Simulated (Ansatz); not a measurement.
System: MgO (rock salt type), 2 atoms in the cell.

```
Mg O
1.0
     0.00000    2.12500    2.12500
     2.12500    0.00000    2.12500
     2.12500    2.12500    0.00000
Mg O
1 1
Direct
  0.00000 0.00000 0.00000
  0.50000 0.50000 0.50000
```

Level of theory: HSE06, plane waves, PAW datasets (generated soft set 1) in Ansatz 0.2.0 development build.

Settings: cutoff 420 eV; exchange singularity: regularized; Fermi–Dirac smearing of 0.02 eV; no spin polarisation.

(1) How do gap, pressure and energy move with the Γ-centred k-mesh?

## Answers

(1) 
```csv
mesh,gap on the mesh (eV),pressure (GPa),E − E(densest) (meV/atom)
2³,6.292,-0.17,391.3
3³,6.254,-4.82,37.1
4³,6.218,-5.27,4.9
6³,6.204,-5.31,0.1
8³,6.203,-5.31,0.0
```
